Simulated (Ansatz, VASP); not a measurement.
# One calculation of AlN, two programs

```
CELL_PARAMETERS angstrom
0.00000 2.03452 2.03452
2.03452 0.00000 2.03452
2.03452 2.03452 0.00000
ATOMIC_POSITIONS crystal
Al 0.50000 0.50000 0.50000
N 0.00000 0.00000 0.00000
```

Measurements of this composition are mostly on another form, of space group No. 186.

Alike in both runs: task single point; functional PBE; k mesh 8 × 8 × 8; occupations gaussian, width 0.05 eV; no spin polarisation.

```csv
,VASP,Ansatz
version,VASP 6.6.1,Ansatz 0.2.0
potentials or method,"VASP PAW PBE potentials, release 64 (Al, N)","scalar-relativistic, plane waves, PAW"
plane-wave cutoff (eV),520,420
valence electrons in the cell,8,8
```

```tsv
	VASP	Ansatz	Ansatz less VASP
gap on the k mesh at the Fermi level (eV)	4.42	4.45	+0.022
least direct gap on the mesh (eV)	5.41	5.40	-0.011
pressure (GPa)	0.0	0.3	+0.27
```

The functional is the same, so the differences come from potentials, cutoffs and numerics.

A k mesh can miss the band edges. A hybrid or GW would open this gap; PBE tends to underestimate it.
